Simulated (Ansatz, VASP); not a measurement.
# Mg5Ge: VASP beside Ansatz

```
Mg Ge
1.0
     0.00000    4.09676    4.09676
     4.09676    0.00000    4.09676
     4.09676    4.09676    0.00000
Mg Ge
5 1
Direct
  0.75000 0.75000 0.75000
  0.37483 0.87550 0.37483
  0.37483 0.37483 0.87550
  0.87550 0.37483 0.37483
  0.37483 0.37483 0.37483
  0.00000 0.00000 0.00000
```

The cell comes from a database or a generator and needn't be the stable form of this composition.

Alike in both runs: task single point; functional LDA; k mesh 5 × 5 × 5; occupations fermi-dirac, width 0.05 eV; no spin polarisation.

|  | VASP | Ansatz |
| --- | --- | --- |
| version | VASP 6.6.1 | Ansatz 0.2.0 |
| potentials or method | VASP PAW LDA potentials, release 64 (Mg, Ge_d) | plane waves, PAW |
| plane-wave cutoff (eV) | 520 | 500 |
| valence electrons in the cell | 24 | 64 |

```tsv
	VASP	Ansatz	Ansatz less VASP
pressure (GPa)	-2.7	-2.4	+0.32
```

The two sets of potentials don't hold the same shells in valence. Ansatz warned: «structure_snapped_to_symmetry».
